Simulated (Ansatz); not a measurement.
Skutterudite CoSb₃, treated with PBE-D3(BJ) in Ansatz (plane waves, PAW).

Numerical settings: plane-wave cutoff 520 eV, 6×6×6 k mesh, Fermi–Dirac smearing 0.01 eV, no spin polarisation, scalar-relativistic PAW data made under PBE.

The cell is scaled about its equilibrium volume:

Shape and atoms are relaxed at each volume.

```
V (Å³/atom)  P (GPa)  direct gap at Γ (eV)
-----------  -------  --------------------
21.890          4.24                 0.395
22.346          2.00                 0.327
22.802          0.00                 0.263
23.258         -1.78                 0.203
23.714         -3.36                 0.146
```

A straight line through the gaps at Γ against ln V gives a volume deformation potential dE_g(Γ)/d ln V of -3.1 eV: the gap at Γ widens under compression.

Measured, for comparison: band gap 0.63 eV (temperature not stated, not corrected to a static lattice; as tabulated in Kim et al. (2020), doi:10.1038/s41597-020-00723-8).

Note: the bulk modulus comes from volumes at which shape and atoms were relaxed.

Spin–orbit coupling is not included; it can close the smallest gap of 0.26 eV.

Ansatz is an electronic-structure program.
